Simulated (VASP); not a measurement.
Sn under changes of volume

One of the cells (27.256 Å³/atom); the others are scaled copies at fixed shape and fractional positions:

```xyz
2
Lattice="-2.9024 2.9024 1.6177 2.9024 -2.9024 1.6177 2.9024 2.9024 -1.6177" Properties=species:S:1:pos:R:3 pbc="T T T"
Sn    0.0000    0.0000    0.0000
Sn    0.0000    2.9024    0.8089
```

- Program: VASP 6.6.1
- Functional: PBE
- Dispersion: D3(BJ)
- Potentials or basis: VASP PAW PBE potentials, release 64 (Sn_d)
- Cutoff: 520 eV
- k mesh: 8 × 8 × 8
- Occupations: fermi-dirac, width 0.05 eV
- Spin: no spin polarisation

| volume (Å³/atom) | energy over the lowest point (meV/atom) | pressure (GPa) |
| --- | --- | --- |
| 26.165 | 8.12 | 2.3 |
| 26.711 | 2.02 | 1.1 |
| 27.256 | 0.00 | -0.1 |
| 27.801 | 1.68 | -1.1 |
| 28.346 | ? | ? |

Problem. What does the run at 28.346 Å³/atom give?

Solution. Energy over the lowest point 6.67 meV/atom; pressure -2.0 GPa.

Worked out: A Birch-Murnaghan fit of order 2 (a polynomial in V^(-2/3)) to the other rows has its minimum at 27.27 Å³/atom with B0 = V·E''(V) = 54 GPa at fixed shape and positions, which overstates the stiffness. It gives 6.69 meV/atom at 28.346 Å³/atom, against the run's 6.67, and -dE/dV = -1.9 GPa, against -2.0.

Energies are extrapolated to zero smearing.

Caveats: pairwise dispersion overbinds metals, which lowers pressure and volume.
